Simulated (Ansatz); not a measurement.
# Al2Cu: tests of the settings

An exercise on one series of results from a longer session: the logs are not shown, and one member is left open.

Method: DFT r2SCAN, scalar-relativistic, plane waves, PAW for the base; runs at other levels say so in their headings and inputs, in Ansatz 0.2.0.

1 further run of the same task is left out (set aside as unsound or not needed).

**The system as given**

The structure is tetragonal, space group P4/mmm (No. 123). The conventional cell has a = 4.105 Å, b = 4.105 Å, c = 2.891 Å, α = 90.00°, β = 90.00°, γ = 90.00°. Around Al (site symmetry mmm) lie 4 Cu at 2.51 Å. Cu (site symmetry 4/mmm) has 8 Al at 2.51 Å in its first shell of neighbours.

As a file:

```
CELL_PARAMETERS angstrom
4.10518 0.00000 0.00000
0.00000 4.10518 0.00000
0.00000 0.00000 2.89131
ATOMIC_POSITIONS crystal
Al 0.50000 0.00000 0.50000
Al 0.00000 0.50000 0.50000
Cu 0.00000 0.00000 0.00000
```

The structure comes from the Materials Project (structure only); it is used as listed.

**The base run, which the others are set against**

The input, input.yaml:

```yaml
crystal:
  lattice:
    - [4.105182, 0.0, 0.0]
    - [0.0, 4.105182, 0.0]
    - [0.0, 0.0, 2.891313]
  atoms:
    - { symbol: Al, position: [0.5, 0.0, 0.5] }
    - { symbol: Al, position: [0.0, 0.5, 0.5] }
    - { symbol: Cu, position: [0.0, 0.0, 0.0] }
basis:
  ecutwfc: 500
kpoints:
  mp_grid: { grid: [10, 10, 14] }
hamiltonian:
  xc: r2scan
scf:
  occupations: { method: gaussian, width: 0.1 }
output:
  forces: true
  stress: true
  eigenvalues: true
  populations: true
  write_density: true
  write_potential: true
  elf: true
  volumetric_format: npy
```

It was run beforehand and gave: -2570.7245 eV/atom at zero smearing, pressure -2.16 GPa, largest force 0.000 eV/Å, no gap on the mesh, in 8 SCF cycles and 49 s.

The first run:

The input, input.yaml:

```yaml
crystal:
  lattice:
    - [4.105182, 0.0, 0.0]
    - [0.0, 4.105182, 0.0]
    - [0.0, 0.0, 2.891313]
  atoms:
    - { symbol: Al, position: [0.5, 0.0, 0.5] }
    - { symbol: Al, position: [0.0, 0.5, 0.5] }
    - { symbol: Cu, position: [0.0, 0.0, 0.0] }
basis:
  ecutwfc: 420
kpoints:
  mp_grid: { grid: [10, 10, 14] }
hamiltonian:
  xc: lda
scf:
  occupations: { method: gaussian, width: 0.1 }
output:
  forces: true
  stress: true
  eigenvalues: true
```

Run with:

```sh
$ ansatz run input.yaml --threads 1 --pin off --max-ram 2560MiB --backend cpu --events-out ev --progress --plain --runs-dir out
```

Among the steps run: Functional set to LDA; Functional: PBE; Functional set to PBEsol; Functional set to HSE06.

One of the session's tables, all rows but one given; the rest of the session is left out.

It belongs to the step «What the functional changes». 

| functional | pressure (GPa) |
| --- | --- |
| r2SCAN | -2.2 |
| LDA | -5.1 |
| PBE | 0.5 |
| PBEsol | ? |
| HSE06 | -0.4 |

**Question.** Estimate the row for PBEsol.

The run gave: pressure (GPa): -2.4. In the column «pressure (GPa)» it lies between LDA (-5.1) and r2SCAN (-2.2).

Limits of these values: Warnings in the runs' records: filled band counts differ across k points, stress exchange threshold loose, stress scf threshold loose.
